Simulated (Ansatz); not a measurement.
Calculated ¹⁷O nuclear quadrupole resonance for SiO2

Cell: a Materials Project structure (computed, not necessarily an observed phase), taken as it stands.

Space group I-43m (No. 217); a = 8.9170 Å.

| site | Wyckoff | site symmetry | x | y | z |
| --- | --- | --- | --- | --- | --- |
| Si | 12d | -4.. | 0.2500 | 0.0000 | 0.5000 |
| O | 24g | ..m | 0.8529 | 0.1471 | 0.5155 |

One atom of each set is listed; the run and its k-mesh use a cell of 18 atoms with edges of 7.72, 7.72, 7.72 Å.

Level of theory: DFT, r2SCAN, plane waves and PAW (field gradients read without the response of the frozen cores, which leaves them typically 4 to 6 % off), scalar-relativistic, 500 eV cutoff, Γ-centred 4×4×4 k-points, Fermi–Dirac smearing 0.02 eV (Ansatz 0.2.0).

¹⁷O: I = 5/2, Q = -25.58 mb (year-2017 value). Static lattice, zero field.

(1) The simulated lines lie at 0.943, 1.87 MHz. What are |C_Q|, η and |V_zz| at O?

## Answers

(1) For I = 5/2 and η = 0 the lines are 3|C_Q|/20 and twice that; η pulls their ratio below 2. Here |C_Q| = 6.25 MHz, η = 0.08 and |V_zz| = 10.10 × 10²¹ V/m². The calculation gives V_zz positive; the lines don't show the sign. The site has 2 Si at 1.61 Å, angle 158°.

At O V_zz points along the line of its two bonds (within 1°).
